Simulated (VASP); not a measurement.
# Sb (R-3m) in VASP: settings compared, part 2 of 2

VASP 6.6.1. The steps go on from the part before.

### Step 3. Single point, PBEsol

run.py reads:

```python
from ase.calculators.vasp import Vasp
from ase.dft.bandgap import bandgap
from ase.spacegroup import crystal

atoms = crystal(
    ['Sb'],
    basis=[[0.0, 0.0, 0.76651]],
    spacegroup=166,
    setting=1,
    cellpar=[4.3084, 4.3084, 11.274, 90.0, 90.0, 120.0],
    primitive_cell=True,
)
calc = Vasp(
    directory='calc',
    xc='pbesol',
    pp='PBE',
    setups='recommended',
    prec='Accurate',
    encut=520,
    ediff=1e-06,
    ismear=0,
    sigma=0.1,
    lreal=False,
    lasph=True,
    nelm=80,
    algo='Fast',
    isif=2,
    lwave=False,
    lcharg=False,
    kpts=[8, 8, 8],
    gamma=True,
)
atoms.calc = calc

print('energy (eV):', atoms.get_potential_energy())
print('free energy (eV):', atoms.get_potential_energy(force_consistent=True))
print('forces (eV/A):')
print(atoms.get_forces())
print('stress (eV/A^3, Voigt):', atoms.get_stress())
print('Fermi level (eV):', calc.get_fermi_level())
gap, top, bottom = bandgap(calc)
print('band gap (eV):', gap, 'from (spin, k, band)', top, 'to', bottom)
```

Potentials or basis: VASP PAW PBE potentials, release 64 (Sb).

On the command line:

```console
$ python run.py
```

The log of the run:

```text
energy (eV): -9.11768147
free energy (eV): -9.11855781
forces (eV/A):
[[-0.          0.         -0.15319413]
 [ 0.         -0.          0.15319413]]
stress (eV/A^3, Voigt): [-0.00261667 -0.00261667  0.00151337 -0.         -0.         -0.        ]
Fermi level (eV): 7.20962742
band gap (eV): 0.0 from (spin, k, band) (None, None, None) to (None, None, None)
```

OUTCAR:

```text
ENCUT = 520.000000
   EDIFF = 1.00e-06
   GGA = PS
   PREC = Accurate
   ISIF = 2
   ISMEAR = 0
   NELM = 80
   LASPH = .TRUE.
   LREAL = .FALSE.

 ion  position               nearest neighbor table
   1  0.767  0.767  0.767-   2 2.91   2 2.91   2 2.91   2 3.35   2 3.35   2 3.35
   2  0.233  0.233  0.233-   1 2.91   1 2.91   1 2.91   1 3.35   1 3.35   1 3.35

  LATTYP: Found a trigonal (rhomboedric) cell.
[... 490 lines left out ...]
  in kB        4.1923636      4.1923636     -2.4246815      0.0000000      0.0000000      0.0000000
  external PRESSURE =       1.9866819 kB  Pullay stress =       0.0000000 kB

 VOLUME and BASIS-vectors are now :
 -----------------------------------------------------------------------------
  energy-cutoff  :      520.00
  volume of cell :       60.41
      direct lattice vectors                 reciprocal lattice vectors
     2.154200000  1.243727950  3.758000000     0.232104726  0.134005726  0.088699663
    -2.154200000  1.243727950  3.758000000    -0.232104726  0.134005726  0.088699663
    -0.000000000 -2.487455900  3.758000000     0.000000000 -0.268011452  0.088699663

 POSITION                                       TOTAL-FORCE (eV/Angst)
 -----------------------------------------------------------------------------------
      0.00000      0.00000      8.64163        -0.000000      0.000000     -0.153194
      0.00000      0.00000      2.63237         0.000000     -0.000000      0.153194
 -----------------------------------------------------------------------------------
    total drift:                                0.000000     -0.000000     -0.000000

  FREE ENERGIE OF THE ION-ELECTRON SYSTEM (eV)
  ---------------------------------------------------
  free  energy   TOTEN  =        -9.1185578076 eV

  energy  without entropy=       -9.1168051272  energy(sigma->0) =       -9.11768147
```

INCAR:

```text
ENCUT = 520.000000
SIGMA = 0.100000
EDIFF = 1.00e-06
ALGO = Fast
GGA = PS
PREC = Accurate
ISIF = 2
ISMEAR = 0
NELM = 80
LASPH = .TRUE.
LCHARG = .FALSE.
LWAVE = .FALSE.
LREAL = .FALSE.
```

Run time: 17 s. Hardware: 1 thread of Intel Xeon 6975P-C (Granite Rapids), shared host; peak memory 0.21 GiB.

Results:

* Free energy: -9.1186 eV
* Pressure: 0.2 GPa
* Largest force: 0.153 eV/Å
* Band gap on the k mesh: none (metal or under the smearing width)

Forces in eV/Å, atoms in the order of the input:
```
Sb   0.000  0.000 -0.153
Sb   0.000  0.000  0.153
```

Stress tensor (GPa, compression positive):
```
 0.42  0.00  0.00
 0.00  0.42  0.00
 0.00  0.00 -0.24
```

Levels at points of the mesh, in eV from the Fermi level:
```
           k point  band 2  band 3  band 4  band 5  band 6  band 7  band 8  band 9
(0.00, 0.00, 0.00)   -4.89   -2.13   -1.86   -1.86    1.98    2.62    2.62    4.99
(0.50, 0.00, 0.00)   -9.72   -2.02   -1.90   -0.35   -0.32    0.08    0.42    7.43
(0.50, 0.50, 0.00)   -8.09   -5.53   -3.83   -3.74    1.39    4.87    5.43    6.86
(0.50, 0.50, 0.50)   -9.06   -1.39   -1.39   -0.60    0.06    0.06    1.04    6.85
```

Caveat: the PAW data sets were made with another functional, which shifts forces and pressure a little.

### Step 4. Relaxation of the atoms, optB88-vdW (volume scaled by 0.96)

INCAR reads:

```
  PREC = Accurate
  ENCUT = 520
  EDIFF = 1E-6
  ISMEAR = -5
  SIGMA = 0.05
  LREAL = False
  LASPH = True
  NELM = 100
  ALGO = Normal
  ISIF = 2
  LWAVE = False
  LCHARG = False
  GGA = BO
  LUSE_VDW = True
  AGGAC = 0.0
  PARAM1 = 0.1833333333
  PARAM2 = 0.22
  IBRION = 2
  NSW = 40
  EDIFFG = -0.01
```

KPOINTS reads:

```
regular mesh
0
Gamma
  8 8 8
```

POSCAR reads:

```
Sb
1.0
    2.1250856202      1.2269187549      3.7072099901
   -2.1250856202      1.2269187549      3.7072099901
    0.0000000000     -2.4538375098      3.7072099901
Sb
2
Selective dynamics
Direct
    0.7665100000      0.7665100000      0.7665100000  F F F
    0.2334900000      0.2334900000      0.2334900000  T T T
```

On the command line:

```console
$ cat potpaw_PBE.64/Sb/POTCAR > POTCAR
$ mpirun -np 1 vasp_std > vasp.out
```

It took 3.2 min on 1 thread of Intel Xeon 6975P-C (Granite Rapids), shared host; peak memory 0.46 GiB.

It converged, with:

```
Free energy               : -4.2164 eV
Energy gained by relaxing : 8.5 meV/atom
Ionic steps               : 5
Pressure after relaxing   : 5.1 GPa
Band gap on the k mesh    : none (metal or under the smearing width)
```

Stress tensor (GPa, compression positive):
```
5.63 0.00 0.00
0.00 5.63 0.00
0.00 0.00 3.96
```

The path:
| step | energy change (eV) | largest force (eV/Å) | pressure (GPa) |
| --- | --- | --- | --- |
| 1 | 0.0000 | 0.4392 | 6.20 |
| 2 | -0.0081 | 0.3073 | 5.87 |
| 3 | -0.0146 | 0.1476 | 5.47 |
| 4 | -0.0158 | 0.1343 | 4.75 |
| 5 | -0.0170 | 0.0065 | 5.07 |

Final structure:
```
Sb
1.0
     2.12509    1.22692    3.70721
    -2.12509    1.22692    3.70721
     0.00000   -2.45384    3.70721
Sb
2
Direct
  0.76651 0.76651 0.76651
  0.24044 0.24044 0.24044
```

Levels at points of the mesh, in eV from the Fermi level:
```tsv
k point	band 2	band 3	band 4	band 5	band 6	band 7	band 8	band 9
(0.00, 0.00, 0.00)	-4.77	-2.31	-1.83	-1.83	2.39	2.78	2.78	5.02
(0.50, 0.00, 0.00)	-9.91	-1.80	-1.79	-0.44	-0.16	0.05	0.18	7.76
(0.50, 0.50, 0.00)	-8.02	-5.77	-4.03	-3.78	1.67	5.01	5.47	7.12
(0.50, 0.50, 0.50)	-9.46	-1.21	-1.21	-0.23	-0.05	-0.05	1.04	7.36
```

Caveat: the PAW data sets were made with another functional, which shifts forces and pressure a little; tetrahedron occupations give inexact forces and stress in metals.

### Step 5. Single point, PBE

INCAR reads:

```
SYSTEM = Sb
ALGO = Fast
EDIFF = 1E-6
ENCUT = 450
GGA = PE
ISIF = 2
ISMEAR = 0
LASPH = .TRUE.
LCHARG = .TRUE.
LELF = .TRUE.
LREAL = .FALSE.
LVHAR = .TRUE.
LWAVE = .FALSE.
NELM = 100
PREC = Accurate
SIGMA = 0.02
```

KPOINTS reads:

```
k-points
0
G
  5 5 5
  0 0 0
```

POSCAR reads:

```
Sb
1.0
    2.1542000000      1.2437279499      3.7580000000
   -2.1542000000      1.2437279499      3.7580000000
    0.0000000000     -2.4874558998      3.7580000000
Sb
2
Direct
    0.7665100000      0.7665100000      0.7665100000
    0.2334900000      0.2334900000      0.2334900000
```

Potentials or basis: VASP PAW PBE potentials, release 64 (Sb_d_GW).

On the command line:

```console
$ cat potpaw_PBE.64/Sb_d_GW/POTCAR > POTCAR
$ mpirun -np 1 vasp_std > vasp.out
```

Wall time 16 s (1 thread of Intel Xeon 6975P-C (Granite Rapids), shared host); peak memory 0.18 GiB.

The run converged. Its results:

- Free energy: -8.3244 eV
- Pressure: 2.6 GPa
- Largest force: 0.026 eV/Å
- Band gap on the k mesh: 0.38 eV, indirect (least direct gap 0.71 eV)

Forces on the atoms (eV/Å):
```
Sb   0.000  0.000 -0.026
Sb   0.000  0.000  0.026
```

Stress tensor (GPa, compression positive):
```
2.95 0.00 0.00
0.00 2.95 0.00
0.00 0.00 1.86
```

Levels at points of the mesh, in eV from the valence-band top:
```
           k point  band 11  band 12  band 13  band 14  band 15  band 16  band 17  band 18  band 19
(0.00, 0.00, 0.00)   -12.61    -4.71    -1.96    -1.69    -1.69     2.21     2.81     2.81     5.29
```

Caveat: spin-orbit coupling is left out, which moves the levels of the heavy elements; an odd mesh through Γ misses points on the zone boundary, where band edges often lie.

### Step 6. Single point, PBE

INCAR reads:

```
SYSTEM = Sb
PREC     = Accurate       ! precision mode
ENCUT    = 500            ! plane-wave cutoff, eV
EDIFF    = 1E-6           ! SCF threshold, eV
ISMEAR   = 0              ! smearing method
SIGMA    = 0.02           ! smearing width, eV
LREAL    = .False.        ! projectors in reciprocal space
LASPH    = .True.         ! aspherical terms in the spheres
NELM     = 100            ! most SCF steps
ALGO     = Fast           ! electronic algorithm
ISIF     = 2              ! what is computed and relaxed
LWAVE    = .False.        ! write WAVECAR
LCHARG   = .False.        ! write CHGCAR
GGA      = PE             ! functional
```

KPOINTS reads:

```
Automatic mesh
0
Gamma
  4 4 4
  0 0 0
```

POSCAR is that of step 5.

Potentials or basis: VASP PAW PBE potentials, release 64 (Sb_d_GW).

On the command line:

```console
$ cat potpaw_PBE.64/Sb_d_GW/POTCAR > POTCAR
$ mpirun -np 1 vasp_std > vasp.out
```

Run time: 19 s. Hardware: 1 thread of Intel Xeon 6975P-C (Granite Rapids), shared host; peak memory 0.2 GiB.

The run converged. Its results:

| Property | Result |
| --- | --- |
| Free energy | -8.3305 eV |
| Pressure | 2.7 GPa |
| Largest force | 0.058 eV/Å |
| Band gap on the k mesh | 0.12 eV, direct |

Forces in eV/Å, atoms in the order of the input:
```
Sb   0.000  0.000  0.058
Sb   0.000  0.000 -0.058
```

Stress tensor (GPa, compression positive):
```
3.11 0.00 0.00
0.00 3.11 0.00
0.00 0.00 1.85
```

Levels at points of the mesh, in eV from the valence-band top:
```
           k point  band 12  band 13  band 14  band 15  band 16  band 17  band 18  band 19
(0.00, 0.00, 0.00)    -4.51    -1.76    -1.49    -1.49     2.42     3.01     3.01     5.46
(0.50, 0.00, 0.00)    -9.33    -1.62    -1.52     0.00     0.12     0.49     0.79     7.95
(0.50, 0.50, 0.00)    -7.68    -5.14    -3.45    -3.35     1.85     5.24     5.82     7.43
(0.50, 0.50, 0.50)    -8.70    -1.00    -1.00    -0.13     0.43     0.43     1.40     7.38
```

Caveat: the k mesh is coarse (spacing up to 0.44 Å⁻¹), so the values aren't converged; spin-orbit coupling is left out, which moves the levels of the heavy elements.

### Step 7. For comparison

An earlier run on the cell as given: functional PBE; potentials or basis VASP PAW PBE potentials, release 64 (Sb); cutoff 520 eV; k mesh 8 × 8 × 8; occupations fermi-dirac, width 0.05 eV; no spin polarisation.

- Pressure: 2.8 GPa
- Largest force: 0.201 eV/Å
- Band gap on the k mesh: none (metal or under the smearing width)

### Step 8. Overview

| task | level | potentials or basis | cell | k mesh | cutoff (eV) | smearing | atoms held fixed (from 0) | mesh quality | gap on the mesh (eV) | pressure (GPa) | largest force (eV/Å) |
| --- | --- | --- | --- | --- | --- | --- | --- | --- | --- | --- | --- |
| single point | PBEsol | VASP PAW PBE potentials, release 64 (Sb) | as given | 8 × 8 × 8 | 520 | gaussian 0.1 eV | - | not flagged | none | 0.2 | 0.15 |
| relaxation of the atoms | optB88-vdW | VASP PAW PBE potentials, release 64 (Sb) | atoms relaxed from: volume scaled by 0.96 | 8 × 8 × 8 | 520 | tetrahedron | [0] | not flagged | none | 5.1 | - |
| single point | PBE | VASP PAW PBE potentials, release 64 (Sb_d_GW) | as given | 5 × 5 × 5 | 450 | gaussian 0.02 eV | - | not flagged | 0.38 | 2.6 | 0.03 |
| single point | PBE | VASP PAW PBE potentials, release 64 (Sb_d_GW) | as given | 4 × 4 × 4 | 500 | gaussian 0.02 eV | - | coarse | 0.12 | 2.7 | 0.06 |
| single point | PBE | VASP PAW PBE potentials, release 64 (Sb) | as given | 8 × 8 × 8 | 520 | fermi-dirac 0.05 eV | - | not flagged | none | 2.8 | 0.20 |

Alike in all rows: no spin polarisation.

Caveats: some runs use coarse meshes; the PAW data sets were made with another functional, which shifts forces and pressure a little (some runs); spin-orbit coupling is left out, which moves the levels of the heavy elements (some runs); tetrahedron occupations give inexact forces and stress in metals (some runs); an odd mesh through Γ misses points on the zone boundary, where band edges often lie (some runs).

Absolute energies hang on the potentials; compare differences alone.
